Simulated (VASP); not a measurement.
# Cu (P6_3/mmc) in VASP: a series of runs

Runs on Cu. Level: PBE. Tasks: single point.

All numbers are computed with VASP 6.6.1; they aren't measurements. Logs are shortened: lines on timing, memory, paths and dates and some standing lists are left out, and cuts for length are marked.

## Step 1: Starting point

Symmetry: P6_3/mmc, No. 194, hexagonal system. The conventional cell has a = 2.534 Å, b = 2.534 Å, c = 4.113 Å, α = 90.00°, β = 90.00°, γ = 120.00°. Cu (site symmetry -6m2) has 12 Cu at 2.52 to 2.53 Å as nearest neighbours.

This isn't the form of Cu at room conditions, which is fcc.

## Step 2: Single point, PBE

INCAR

```
SYSTEM = Cu
PREC = Accurate ; ENCUT = 400
EDIFF = 1E-6 ; ISMEAR = -1
SIGMA = 0.15 ; LREAL = .FALSE.
LASPH = .TRUE. ; NELM = 100
ALGO = Normal ; ISIF = 2
LWAVE = .FALSE. ; LCHARG = .FALSE.
GGA = PE ; NBANDS = 18
ADDGRID = .FALSE.
```

KPOINTS

```
Automatic mesh
0
G
  12 12 7
  0 0 0
```

POSCAR

```
Cu
1.0
    2.5340966698      0.0000000000      0.0000000000
   -1.2670483349      2.1945920917      0.0000000000
    0.0000000000      0.0000000000      4.1125710000
Cu
2
Direct
    0.6666666667      0.3333333333      0.7500000000
    0.3333333333      0.6666666667      0.2500000000
```

Potentials or basis: VASP PAW PBE potentials, release 64 (Cu).

Run with:

```sh
$ cat potpaw_PBE.64/Cu/POTCAR > POTCAR
$ mpirun -np 1 vasp_std > vasp.out
```

OUTCAR:

```text
SYSTEM = Cu
   PREC = Accurate
   ENCUT = 400
   EDIFF = 1E-6
   ISMEAR = -1
   LREAL = .FALSE.
   LASPH = .TRUE.
   NELM = 100
   ISIF = 2
   GGA = PE

 Found     76 irreducible k-points:

 Following reciprocal coordinates:
            Coordinates               Weight
  0.000000  0.000000  0.000000      1.000000
  0.083333  0.000000  0.000000      6.000000
  0.166667  0.000000  0.000000      6.000000
  0.250000 -0.000000  0.000000      6.000000
  0.333333 -0.000000  0.000000      6.000000
  0.416667 -0.000000  0.000000      6.000000
   k-points           NKPTS =     76   k-points in BZ     NKDIM =     76   number of bands    NBANDS=     18
   number of dos      NEDOS =    301   number of ions     NIONS =      2
   total plane-waves  NPLWV =   9072
   dimension x,y,z NGX =    18 NGY =   18 NGZ =   28
   dimension x,y,z NGXF=    36 NGYF=   36 NGZF=   56
   ions per type =               2
   NGX,Y,Z   is equivalent  to a cutoff of  11.81, 11.81, 11.32 a.u.
   NGXF,Y,Z  is equivalent  to a cutoff of  23.62, 23.62, 22.64 a.u.
 SYSTEM =  Cu
   PREC   = accura    normal or accurate (medium, high low for compatibility)
   ISTART =      0    job   : 0-new  1-cont  2-samecut
   ICHARG =      2    charge: 1-file 2-atom 10-const
   ISPIN  =      1    spin polarized calculation?
   LNONCOLLINEAR =      F non collinear calculations
   LSORBIT =      F    spin-orbit coupling
   LASPH  =      T    aspherical Exc in radial PAW
   ENCUT  =  400.0 eV  29.40 Ry    5.42 a.u.   4.13  4.13  6.71*2*pi/ulx,y,z
   NELM   =    100;   NELMIN=  2; NELMDL= -5     # of ELM steps
   EDIFF  = 0.1E-05   stopping-criterion for ELM
   LREAL  =      F    real-space projection
   EDIFFG = 0.1E-04   stopping-criterion for IOM
   NSW    =      0    number of steps for IOM
   IBRION =     -1    ionic relax: 0-MD 1-quasi-New 2-CG
   NFREE  =      0    steps in history (QN), initial steepest desc. (CG)
   ISIF   =      2    stress and relaxation
   ISYM   =      2    0-nonsym 1-usesym 2-fastsym
   POTIM  = 0.5000    time-step for ionic-motion
   TEBEG  =    0.0;   TEEND  =   0.0 temperature during run
   PSTRESS=    0.0 pullay stress
   NELECT =      22.0000    total number of electrons
   NUPDOWN=      -1.0000    fix difference up-down
   EMIN   =  10.00;   EMAX   =-10.00  energy-range for DOS
   EFERMI =   0.00;   METHOD = LEGACY
   ISMEAR =    -1;   SIGMA  =   0.15  broadening in eV -4-tet -1-fermi 0-gaus
   EFERMI_NEDOS =   21; number of points for ismear=-14 and -15
   IALGO  =     38    algorithm
   IMIX   =      4    mixing-type and parameters
     AMIX     =   0.40;   BMIX     =  1.00
     AMIX_MAG =   1.60;   BMIX_MAG =  1.00
  volume/ion in A,a.u.               =      11.44        77.17
  Fermi-wavevector in a.u.,A,eV,Ry     =   1.616041  3.053874 35.532800  2.611587
  Thomas-Fermi vector in A             =   2.710691
   LORBIT       =      0    0 simple, 1 ext, 2 COOP (PROOUT), +10 PAW based schemes
   GGA     = PE    functional components
   LHFCALC =     F    Hartree Fock is set to
   AEXX    =    0.0000 exact exchange contribution
   IVDW    =     0    specifies the selected vdW correction
   LEPSILON=     F    determine dielectric tensor
   LRPA    =     F    only Hartree local field effects (RPA)
 non-spin polarized calculation
  energy-cutoff  :      400.00
  volume of cell :       22.87
 maximum number of plane-waves:       428
 NGX is ok and might be reduce to    18
   NGX =  9   NGY =  9   NGZ = 13

 number of electron      21.9999989 magnetization

 Free energy of the ion-electron system (eV)
  ---------------------------------------------------
  ext. energy  EPLUGINS =         0.00000000
  ---------------------------------------------------
  free energy    TOTEN  =        -7.42965148 eV

  energy without entropy =       -7.37419100  energy(sigma->0) =       -7.40192124

 E-fermi :   7.9738     XC(G=0): -12.9150

 val. band max:        7.9722083123   @ k =   0.5000  -0.0000   0.0000
 cond. band min:       8.0298298271   @ k =   0.2500   0.1667   0.4286
 fundamental gap:      0.0576215147
 Fermi energy:         7.9737788299

 k-point     1 :       0.0000    0.0000    0.0000
  band No.  band energies     occupation
      1      -1.6102      2.00000
      2       2.7386      2.00000
      3       4.8807      2.00000
      4       4.9212      2.00000
      5       4.9212      2.00000
      6       5.1454      2.00000
[... 10 lines left out ...]
     17      31.7539      0.00000
     18      31.7539      0.00000

 k-point     2 :       0.0833    0.0000    0.0000
  band No.  band energies     occupation
      1      -1.3815      2.00000
      2       2.8688      2.00000
      3       4.7395      2.00000
      4       5.0054      2.00000
      5       5.0358      2.00000
      6       5.1091      2.00000
[... 10 lines left out ...]
     17      32.7274      0.00000
     18      32.8685      0.00000

 k-point     3 :       0.1667    0.0000    0.0000
  band No.  band energies     occupation
      1      -0.7116      2.00000
      2       3.1978      2.00000
      3       4.5396      2.00000
      4       4.7235      2.00000
      5       4.9747      2.00000
      6       5.2422      2.00000
[... 10 lines left out ...]
     17      30.0129      0.00000
     18      31.8782      0.00000

 k-point     4 :       0.2500   -0.0000    0.0000
  band No.  band energies     occupation
      1       0.3380      2.00000
      2       3.4980      2.00000
      3       4.1736      2.00000
      4       4.3996      2.00000
      5       4.8917      2.00000
      6       5.0886      2.00000
[... 10 lines left out ...]
     17      26.6182      0.00000
     18      28.9981      0.00000

 k-point     5 :       0.3333   -0.0000    0.0000
  band No.  band energies     occupation
      1       1.5958      2.00000
      2       3.4998      2.00000
      3       3.7894      2.00000
      4       4.4351      2.00000
      5       4.9488      2.00000
      6       4.9764      2.00000
[... 10 lines left out ...]
     17      23.8307      0.00000
     18      27.8089      0.00000

 k-point     6 :       0.4167   -0.0000    0.0000
  band No.  band energies     occupation
      1       2.6275      2.00000
      2       3.3565      2.00000
      3       3.5669      2.00000
      4       4.6440      2.00000
      5       4.8527      2.00000
      6       4.9884      2.00000
[... 10 lines left out ...]
     17      21.5594      0.00000
     18      27.4116      0.00000

 [... further k-points ...]

------------------------ aborting loop because EDIFF is reached ----------------------------------------

  FORCE on cell =-STRESS in cart. coord.  units (eV):
  Direction    XX          YY          ZZ          XY          YZ          ZX
  --------------------------------------------------------------------------------------
  -------------------------------------------------------------------------------------
  Total        0.9962624      0.9962624      1.1801079      0.0000000      0.0000000      0.0000000
  in kB       69.7901163     69.7901163     82.6688536      0.0000000      0.0000000      0.0000000
  external PRESSURE =      74.0830288 kB  Pullay stress =       0.0000000 kB

 VOLUME and BASIS-vectors are now :
 -----------------------------------------------------------------------------
  energy-cutoff  :      400.00
  volume of cell :       22.87
      direct lattice vectors                 reciprocal lattice vectors
     2.534096670  0.000000000  0.000000000     0.394617937  0.227832772  0.000000000
    -1.267048335  2.194592092  0.000000000     0.000000000  0.455665544  0.000000000
     0.000000000  0.000000000  4.112571000     0.000000000  0.000000000  0.243156896

 POSITION                                       TOTAL-FORCE (eV/Angst)
 -----------------------------------------------------------------------------------
      1.26705      0.73153      3.08443        -0.000000      0.000000      0.000000
     -0.00000      1.46306      1.02814         0.000000     -0.000000      0.000000
 -----------------------------------------------------------------------------------
    total drift:                               -0.000000      0.000000     -0.000000

  FREE ENERGIE OF THE ION-ELECTRON SYSTEM (eV)
  ---------------------------------------------------
  free  energy   TOTEN  =        -7.4296514813 eV

  energy  without entropy=       -7.3741909953  energy(sigma->0) =       -7.40192124
```

OSZICAR:

```text
N       E                     dE             d eps       ncg     rms          rms(c)
DAV:   1     0.111905097710E+03    0.11191E+03   -0.89094E+03  2960   0.182E+03
DAV:   2    -0.422393279000E+01   -0.11613E+03   -0.11051E+03  2740   0.265E+02
DAV:   3    -0.922857949816E+01   -0.50046E+01   -0.48488E+01  3092   0.759E+01
DAV:   4    -0.927979532666E+01   -0.51216E-01   -0.51182E-01  3268   0.821E+00
DAV:   5    -0.928045150516E+01   -0.65618E-03   -0.65617E-03  3326   0.801E-01    0.110E+01
DAV:   6    -0.814446888424E+01    0.11360E+01   -0.10954E+01  2910   0.954E+01    0.540E+00
DAV:   7    -0.745526231948E+01    0.68921E+00   -0.21541E+00  2982   0.389E+01    0.811E-01
DAV:   8    -0.743350483915E+01    0.21757E-01   -0.15529E-02  3260   0.151E+00    0.468E-01
DAV:   9    -0.742962294999E+01    0.38819E-02   -0.60913E-03  3174   0.224E+00    0.339E-02
DAV:  10    -0.742965061777E+01   -0.27668E-04   -0.20351E-04  4138   0.204E-01    0.545E-03
DAV:  11    -0.742965148134E+01   -0.86357E-06   -0.66365E-07  2420   0.193E-02
   1 F= -.74296515E+01 E0= -.74019212E+01  d E =-.554605E-01
```

stdout:

```text
POSCAR found type information on POSCAR Cu
 POSCAR found :  1 types and       2 ions
 scaLAPACK will be used
 LDA part: xc-table for (Slater+PW92), standard interpolation
 POSCAR, INCAR and KPOINTS ok, starting setup
 FFT: planning ... GRIDC
 FFT: planning ... GRID_SOFT
 FFT: planning ... GRID
 WAVECAR not read
 entering main loop
```

It took 24 s on 1 thread of AMD EPYC 7R13 (Zen 3), shared host; peak memory 0.1 GiB.

The run converged, but some of its settings lie outside the range that counts as converged, so its numbers aren't taken as properties of the crystal.

Results:

```yaml
Free_energy: -7.4297 eV
Pressure: 7.4 GPa
Band_gap_on_the_k_mesh: none (metal or under the smearing width)
```

## Step 3: Single point, PBE

INCAR: that of step 2 with these lines changed.

```diff
@@ -3,3 +3,3 @@
 EDIFF = 1E-6 ; ISMEAR = -1
-SIGMA = 0.15 ; LREAL = .FALSE.
+SIGMA = 0.4 ; LREAL = .FALSE.
 LASPH = .TRUE. ; NELM = 100
```

KPOINTS is that of step 2.

POSCAR is that of step 2.

Potentials or basis: VASP PAW PBE potentials, release 64 (Cu).

Run with:

```sh
$ cat potpaw_PBE.64/Cu/POTCAR > POTCAR
$ mpirun -np 1 vasp_std > vasp.out
```

OUTCAR:

```text
SYSTEM = Cu
   PREC = Accurate
   ENCUT = 400
   EDIFF = 1E-6
   ISMEAR = -1
   LREAL = .FALSE.
   LASPH = .TRUE.
   NELM = 100
   ISIF = 2
   GGA = PE

 Found     76 irreducible k-points:

 Following reciprocal coordinates:
            Coordinates               Weight
  0.000000  0.000000  0.000000      1.000000
  0.083333  0.000000  0.000000      6.000000
  0.166667  0.000000  0.000000      6.000000
  0.250000 -0.000000  0.000000      6.000000
  0.333333 -0.000000  0.000000      6.000000
  0.416667 -0.000000  0.000000      6.000000
   k-points           NKPTS =     76   k-points in BZ     NKDIM =     76   number of bands    NBANDS=     18
   number of dos      NEDOS =    301   number of ions     NIONS =      2
   total plane-waves  NPLWV =   9072
   dimension x,y,z NGX =    18 NGY =   18 NGZ =   28
   dimension x,y,z NGXF=    36 NGYF=   36 NGZF=   56
   ions per type =               2
   NGX,Y,Z   is equivalent  to a cutoff of  11.81, 11.81, 11.32 a.u.
   NGXF,Y,Z  is equivalent  to a cutoff of  23.62, 23.62, 22.64 a.u.
 SYSTEM =  Cu
   PREC   = accura    normal or accurate (medium, high low for compatibility)
   ISTART =      0    job   : 0-new  1-cont  2-samecut
   ICHARG =      2    charge: 1-file 2-atom 10-const
   ISPIN  =      1    spin polarized calculation?
   LNONCOLLINEAR =      F non collinear calculations
   LSORBIT =      F    spin-orbit coupling
[... 53 lines left out ...]

 val. band max:        8.0158492644   @ k =   0.3333   0.0833   0.4286
 cond. band min:       8.0896712163   @ k =   0.5000  -0.0000   0.4286
 fundamental gap:      0.0738219519
 Fermi energy:         8.0656823461

 k-point     1 :       0.0000    0.0000    0.0000
  band No.  band energies     occupation
      1      -1.6127      2.00000
      2       2.7048      2.00000
      3       4.8288      1.99939
      4       4.8679      1.99933
      5       4.8679      1.99933
      6       5.0908      1.99882
[... 103 lines left out ...]
      5       4.8017      1.99943
      6       4.9400      1.99919
[... 10 lines left out ...]
     17      21.5542      0.00000
     18      27.3982      0.00000

 [... further k-points ...]

------------------------ aborting loop because EDIFF is reached ----------------------------------------

  FORCE on cell =-STRESS in cart. coord.  units (eV):
  Direction    XX          YY          ZZ          XY          YZ          ZX
  --------------------------------------------------------------------------------------
  -------------------------------------------------------------------------------------
  Total        1.0432496      1.0432496      1.3388790      0.0000000     -0.0000000      0.0000000
  in kB       73.0816643     73.0816643     93.7910787      0.0000000     -0.0000000      0.0000000
  external PRESSURE =      79.9848025 kB  Pullay stress =       0.0000000 kB

 VOLUME and BASIS-vectors are now :
 -----------------------------------------------------------------------------
  energy-cutoff  :      400.00
  volume of cell :       22.87
      direct lattice vectors                 reciprocal lattice vectors
     2.534096670  0.000000000  0.000000000     0.394617937  0.227832772  0.000000000
    -1.267048335  2.194592092  0.000000000     0.000000000  0.455665544  0.000000000
     0.000000000  0.000000000  4.112571000     0.000000000  0.000000000  0.243156896

 POSITION                                       TOTAL-FORCE (eV/Angst)
 -----------------------------------------------------------------------------------
      1.26705      0.73153      3.08443        -0.000000     -0.000000      0.000000
     -0.00000      1.46306      1.02814         0.000000      0.000000      0.000000
 -----------------------------------------------------------------------------------
    total drift:                               -0.000000      0.000000     -0.000000

  FREE ENERGIE OF THE ION-ELECTRON SYSTEM (eV)
  ---------------------------------------------------
  free  energy   TOTEN  =        -7.5947857140 eV

  energy  without entropy=       -7.1716249929  energy(sigma->0) =       -7.38320535
```

stdout:

```text
POSCAR found type information on POSCAR Cu
 POSCAR found :  1 types and       2 ions
 scaLAPACK will be used
 LDA part: xc-table for (Slater+PW92), standard interpolation
 POSCAR, INCAR and KPOINTS ok, starting setup
 FFT: planning ... GRIDC
 FFT: planning ... GRID_SOFT
 FFT: planning ... GRID
 WAVECAR not read
 entering main loop
```

Wall time 36 s (1 thread of AMD EPYC 7R13 (Zen 3), shared host); peak memory 0.1 GiB.

These settings aren't checked as converged: the numbers below hold their error.

Results:

| Quantity | Value |
| --- | --- |
| Free energy | -7.5948 eV |
| Pressure | 8.0 GPa |
| Band gap on the k mesh | none (metal or under the smearing width) |

## Step 4: For comparison

An earlier run on the cell as given: functional PBEsol; potentials or basis VASP PAW PBE potentials, release 64 (Cu); cutoff 520 eV; k mesh 12 × 12 × 7; occupations fermi-dirac, width 0.05 eV; no spin polarisation.

- Pressure: -0.7 GPa
- Band gap on the k mesh: none (metal or under the smearing width)
